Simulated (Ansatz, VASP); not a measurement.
# AgCl in two plane-wave programs

One calculation is typed for both programs; each brings its own data sets and cutoff. How far apart do they land? The cell is taken from a series of VASP runs on this material, whose earlier steps may have relaxed, scaled or displaced it; both programs get it as it stands.

Main program and level: Ansatz 0.2.0; plane waves, with VASP 6.6.1 beside it; zone-centre phonons at LDA.

## Step 1: Starting point

It takes space group Fm-3m (No. 225, cubic). Conventional cell: a = 5.470 Å, b = 5.470 Å, c = 5.470 Å, α = 90.00°, β = 90.00°, γ = 90.00°. Nearest to Ag lie 6 Cl at 2.73 Å. Cl has 6 Ag at 2.73 Å nearest. Farther neighbours and most contacts between anions are not listed.

## Step 2: Ansatz: zone-centre phonons, LDA

Ansatz runs on its default PAW (the set named soft_2) files.

Second derivatives magnify differences that forces hide, and they need a tight electronic threshold.

The input, input.yaml:

```yaml
crystal:
  lattice:
    - [0.0, 2.735, 2.735]
    - [2.735, 0.0, 2.735]
    - [2.735, 2.735, 0.0]
  atoms:
    - { symbol: Ag, position: [0.0, 0.0, 0.0] }
    - { symbol: Cl, position: [0.5, 0.5, 0.5] }
hamiltonian:
  xc: lda
  pseudopotentials: { kind: paw }
kpoints:
  mp_grid: { grid: [12, 12, 12] }
scf:
  occupations: { method: fixed }
phonons:
  method: dfpt
  qpoints: [[0, 0, 0]]
  dielectric: true
  rigid_motions: translations
```

Command:

```
$ ansatz run input.yaml --threads 4 --pin off --max-ram 9216MiB --backend cpu --events-out ev --progress --plain --runs-dir out
```

Numbers of over 12 decimals in the logs are rounded to 6 here.

Output:

```text
Engine: ansatz 0.2.0, x86_64-unknown-linux-gnu
Pseudopotentials: kind: paw
Pseudopotential: Ag, paw, valence charge 19, recommended cutoff 420 eV (normal), Ag.paw.azcp
Pseudopotential: Cl, paw, valence charge 7, recommended cutoff 420 eV (normal), Cl.paw.azcp
Functional definition: SPW92
  exchange = slater_x
  correlation = pw_c
Crystal: 2 atoms, lattice volume = 40.917 Å³
Basis set: ecut = 420 eV, 821 PW (Γ), exchange–correlation on 54×54×54 points (8 copies of the dense FFT grid, shifted against one another)
Bands: 17, of which v1, the nominal top of the filled ones, is band 13 counted from 1 (12 counted from 0)
Symmetry: 48 space group operations
k-points: 163 of 1728 (irreducible under 8 space group operations, time reversal used)
Non-local potential: Ag, projectors of the file, l = 0: 3, l = 1: 2, l = 2: 2, l = 3: 1
Non-local potential: Cl, projectors of the file, l = 0: 2, l = 1: 2, l = 2: 2
PAW form: soft (Blöchl's): semilocal exchange-correlation on the pseudo side does not see the compensation charge
PAW frozen core: Ag, regenerated for the run's functional, and the local potential with it (the file was generated under x = pbe(κ = 0.804, μ = 0.219515), c = pbe(β = 0.066725))
PAW frozen core: Cl, regenerated for the run's functional, and the local potential with it (the file was generated under x = pbe(κ = 0.804, μ = 0.219515), c = pbe(β = 0.066725))
PAW one-centre angular grid: Ag, 590 points (default); XC on 64 Gauss nodes
PAW one-centre angular grid: Cl, 110 points (default); XC on 64 Gauss nodes
Initial density: superposition of atomic densities (neutral atoms: chi_scale 0, normalization atom), corrected by the library's trained network
Initial wavefunctions: pseudopotential atomic-orbital guess
Functional: x = slater, c = lda
SCF iter   1: F=—  HF=-8502.912638 eV  |F-HF|=—  |Δ(HF+E_count)|=         —  Δρ=1.18e-2  dr2=5.19e-2  ethr=1.77e-3  ⟨swp⟩=4.8  Hψ=11509  notcnv=0  defer=282
preconditioner: auto → none  [insulator: Δε(μ)=0.466 eV  Ē_g=10.837 eV  n_scr=14 (ndim 8)  ℏωp=24.6 eV  f_vac=0.026  ε∞_Penn≈6.2]
SCF iter   2: F=—  HF=-8502.897630 eV  |F-HF|=—  |Δ(HF+E_count)|=   1.50e-2  Δρ=4.76e-3  dr2=4.65e-3  ethr=2.00e-4  ⟨swp⟩=2.3  Hψ=5803  notcnv=0  defer=322
SCF iter   3: F=—  HF=-8502.896196 eV  |F-HF|=—  |Δ(HF+E_count)|=   1.43e-3  Δρ=2.00e-3  dr2=8.30e-4  ethr=1.79e-5  ⟨swp⟩=2.5  Hψ=5225  notcnv=0  defer=322
SCF iter   4: F=—  HF=-8502.895980 eV  |F-HF|=—  |Δ(HF+E_count)|=   2.16e-4  Δρ=7.57e-4  dr2=1.58e-4  ethr=3.19e-6  ⟨swp⟩=2.0  Hψ=4079  notcnv=0  defer=322
SCF iter   5: F=—  HF=-8502.895929 eV  |F-HF|=—  |Δ(HF+E_count)|=   5.14e-5  Δρ=9.31e-5  dr2=2.14e-6  ethr=6.06e-7  ⟨swp⟩=2.1  Hψ=4032  notcnv=0
SCF iter   6: F=—  HF=-8502.895917 eV  |F-HF|=—  |Δ(HF+E_count)|=   1.15e-5  Δρ=8.59e-6  dr2=1.97e-8  ethr=8.22e-9  ⟨swp⟩=2.6  Hψ=4352  notcnv=0
SCF iter   7: F=-8502.895917 eV  HF=-8502.895917 eV  |F-HF|=2.18e-11  |Δ(HF+E_count)|=   3.56e-9  Δρ=5.18e-7  dr2=6.18e-11  ethr=1.00e-12  ⟨swp⟩=6.7  Hψ=17894  notcnv=0
SCF 1 converged in 7 iterations: F = -8502.895917 eV  dr2 = 6.18e-11
  greatest PAW one-centre occupation: 1.002 electrons in one spin orbital (limit 2), on the Ag atom at site 0 (counted from 0), in its partial waves of l = 0
NSCF: frozen V_eff on 14 k-points
DFPT response loops at Γ: preconditioner auto → none (the input reference at scf.mixing.eps_inf says where Resta's filter doesn't serve); β = 0.50; Broyden in place of MSR1
── the response to a field inside a basis, on 12×12×12 k-points: an SCF that follows is theirs, and a resumed run solves both again ──
Bands: 14, of which v1, the nominal top of the filled ones, is band 13 counted from 1 (12 counted from 0)
k-points: 182 of 1728 (irreducible under 12 space group operations)
Initial density: handed on by an earlier stage of this run
Initial wavefunctions: pseudopotential atomic-orbital guess (no wavefunctions were taken with the density)
Eigensolver: Dense (182 Hₖ)
SCF iter   1: F=—  HF=-8502.892157 eV  |F-HF|=—  |Δ(HF+E_count)|=         —  Δρ=2.23e-4  dr2=2.08e-6  ethr=1.00e-1
preconditioner: auto → none  [insulator: Δε(μ)=0.744 eV  Ē_g=7.833 eV  n_scr=14 (ndim 8)  ℏωp=24.6 eV  f_vac=0.019  ε∞_Penn≈10.9]
SCF iter   2: F=—  HF=-8502.892158 eV  |F-HF|=—  |Δ(HF+E_count)|=   9.95e-7  Δρ=1.12e-4  dr2=7.11e-7  ethr=7.98e-9
SCF iter   3: F=—  HF=-8502.892159 eV  |F-HF|=—  |Δ(HF+E_count)|=   6.55e-7  Δρ=4.55e-5  dr2=8.08e-7  ethr=2.74e-9
SCF iter   4: F=-8502.892158 eV  HF=-8502.892158 eV  |F-HF|=1.46e-9  |Δ(HF+E_count)|=   2.56e-7  Δρ=3.66e-6  dr2=2.61e-9  ethr=2.74e-9
SCF 1 converged in 4 iterations: F = -8502.892158 eV  dr2 = 2.61e-9
DFPT response loops at Γ: mixed as the last ones told, above
SCF converged after 7 iterations
Free energy (F): -8502.895917 eV
Harris-Foulkes:  -8502.895917 eV  (|F-HF|=2.18e-11)
Internal energy: -8502.895917 eV  (E = F + TS)
E sigma→0 (E₀):  -8502.895917 eV
Fermi energy:    8.514500 eV
--- Per-component energies (eV) ---
  E_band       = -352.447662
  E_kinetic    = 688.812596
  E_local      = -3150.326538  (includes V_loc(G=0)·N_el)
  E_nonlocal   = 120.713993
  E_hartree    = 1378.947034
  E_xc         = -287.355797
  E_vxc        = -353.135871  (∫ρ·V_xc dr)
  E_paw        = -4398.810431  (= ΣΔE_a)
  E_vpaw       = -416.406529  (= ΣTr[D̂ρ^β])
  E_aug_tail   = 0.000371  (compensation charges beyond the density's cutoff)
  E_ewald      = -2855.792444
  E_core_change = 0.915299  (= ΣΔE_core)
  E_smearing   = -0.000000  (= −TS)
  E_closure    = -0.000000  (closes the sum)
  Σ components = -8502.895917   (vs F -8502.895917, Δ=0.00e0)
--- Band table (eV; the first three rows and the last of 163) ---
  k-point 0: bands = [... 9 lower, 5.8615, 6.0378, 6.0378, 6.0378, 9.1270, 19.0595, 19.0595, 19.0595]
  k-point 1: bands = [... 9 lower, 5.8513, 6.1111, 6.5259, 6.5259, 9.5088, 18.2815, 18.9609, 18.9609]
  k-point 2: bands = [... 9 lower, 5.9242, 6.1972, 7.0972, 7.0972, 10.3485, 17.1048, 18.3578, 18.3578]
  k-point 162: bands = [... 9 lower, 6.3373, 6.3777, 6.3822, 7.1640, 12.5407, 16.1674, 16.1674, 16.2548]
--- Phonons (Γ-DFPT): 2 representative perturbations + reference, on 163 of 1728 k-points (Σ response iterations 6) ---
  k mesh reduced under 8 symmetry operations, with k and −k counted as one. Each operation leaves every solved perturbation unchanged. A smaller set is not considered because the run solves the response to a homogeneous field
  ASR residual: 2.640e-4 → 0.000e0 eV/Å²; symmetrization residual: 8.181e-6 eV/Å²
  ASR residual per site (eV/Å²): 2.64e-4 2.49e-5
  Γ frequencies (cm⁻¹): 0.00 0.00 0.00 98.17 98.17 98.17
  ε∞ (high-frequency dielectric tensor):
        5.631198    -0.000000    -0.000000
       -0.000000     5.631198     0.000000
       -0.000000     0.000000     5.631198
  ε⁰ (static dielectric tensor: ions relaxed, cell fixed):
       15.377767     0.000000     0.000000
        0.000000    15.377767     0.000000
        0.000000     0.000000    15.377767
  ε⁰ − ε∞ (ionic part):
        9.746569     0.000000     0.000000
        0.000000     9.746569     0.000000
        0.000000     0.000000     9.746569
  softest optical mode at Γ: 98.17 cm⁻¹; the repairs (sum rule, projections) moved no ω² at Γ by more than (1.02 cm⁻¹)²
  Born effective charges Z* (e; rows j = field, columns β = displacement):
    site 0:
         1.44367   -0.00000   -0.00000
         0.00000    1.44367   -0.00000
         0.00000    0.00000    1.44367
    site 1:
        -1.44367    0.00000    0.00000
        -0.00000   -1.44367    0.00000
        -0.00000   -0.00000   -1.44367
  Z* charge neutrality: 2.061e-4 e pre-enforcement
  solved inside a basis spanned on kpoints, on 12×12×12 k-points, its susceptibility summed on 16×16×16: ε∞ is read to err by 1.4e-2, Z* by 2.0e-2 e (field_mesh: kpoints solves on kpoints); Z* is corrected for what the basis lacks
  optical modes at Γ without the LO–TO term, one row a degenerate level:
      ω (cm⁻¹)  modes    IR ((D/Å)²/amu)
         98.17      3             5.4064
  optical modes at Γ + LO–TO along q̂ = [1.0000, 0.0000, 0.0000]:
      ω (cm⁻¹)  modes    IR ((D/Å)²/amu)
         98.17      2             3.6043
        162.24      1             1.8021
  optical modes at Γ + LO–TO along q̂ = [0.0000, 1.0000, 0.0000]:
      ω (cm⁻¹)  modes    IR ((D/Å)²/amu)
         98.17      2             3.6043
        162.24      1             1.8021
  optical modes at Γ + LO–TO along q̂ = [0.0000, 0.0000, 1.0000]:
      ω (cm⁻¹)  modes    IR ((D/Å)²/amu)
         98.17      2             3.6043
        162.24      1             1.8021
--- Phonons (arbitrary-q DFPT): 1 explicit q-point ---
  q = [0, 0, 0] (of the zone-centre solve; hermiticity 1.73e-5, symmetrization 7.07e-13): -0.00 -0.00 0.00 98.17 98.17 98.17
  sum rule: each row above includes the acoustic sum rule's correction from the zone centre's row sums; it moved no ω² by more than (0.82 cm⁻¹)²
```

The job ended after 18 s (4 threads of Intel Xeon 6975P-C (Granite Rapids), shared host; peak memory 0.81 GiB).

The column dr2 measures how far the density is from self-consistency, as an energy; F and HF (Harris–Foulkes) agree once it is small.

(Continued in part 2 of 2.)

[Lines on the potential files, build, host, timing and source positions are cut from VASP's logs without a mark.]

[Logs are printed without paths, hosts, clocks, repeated set-up lines and the standing remarks that a program may print on its own settings, such as how far it seeks lower states.]

[Hosts, paths, dates, database ids (printed as entryN), source tags and the programs' standing remarks are cut or masked in the printed files.]
